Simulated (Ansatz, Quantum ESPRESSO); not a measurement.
SiC and the effect of the pressure

The cell as given:

Symmetry: F-43m, No. 216, cubic system. Conventional cell: a = 4.358 Å, b = 4.358 Å, c = 4.358 Å, α = 90.00°, β = 90.00°, γ = 90.00°. Si (site symmetry -43m) has 4 C at 1.89 Å as nearest neighbours. C (site symmetry -43m) is surrounded by 4 Si at 1.89 Å.

Kept alike: task relaxation of cell and atoms; functional PBEsol; k mesh 10 × 10 × 10; occupations fermi-dirac, width 0.05 eV; no spin polarisation. Program: Quantum ESPRESSO, SSSP 1.3 efficiency PBE, cutoff 857 eV. The mesh is that of the run's cell of 2 atoms. No spin-orbit coupling.

| run | band gap (eV) | volume (Å³/atom) |
| --- | --- | --- |
| A | 1.136 | 9.288 |
| B | 1.222 | 10.140 |
| C | 1.169 | 9.589 |
| D | 1.242 | 10.362 |
| E | 1.204 | 9.940 |
| F | 1.234 | 10.271 |

Gaps hold for each row's own relaxed cell. The relaxations keep at least the cell's symmetry (F-43m). The runs follow the start's structure, whether or not it is the stable one at these pressures. P is the pressure aimed at, which the runs meet within some hundredths to tenths of a GPa. A gap read on the mesh alone can miss an edge between its points. All rows use potentials made for PBE.

**Question.** The runs differ in the pressure alone: 0; 2; 5; 10; 20; 30 GPa. Which run is which?

**Answer.** Run A is 30 GPa; run B is 5 GPa; run C is 20 GPa; run D is 0 GPa; run E is 10 GPa; run F is 2 GPa. The band gap falls from 1.242 to 1.136 eV between 0 and 30 GPa. A twin series (Ansatz, all-electron LAPW, scalar-relativistic) moves it by -0.1052 between 0 and 30, against -0.1061 eV here. The volume falls from 10.362 to 9.288 Å³/atom between 0 and 30 GPa. The volume falls ever more slowly, since the solid stiffens under load. At the pressures aimed at, which the runs meet within some tenths of a GPa, the step from 0 to 5 GPa gives a mean bulk modulus near 231 GPa, the last step 314 GPa. A twin series (Ansatz, all-electron LAPW, scalar-relativistic) moves it by -1.0755 between 0 and 30, against -1.0740 Å³/atom here.
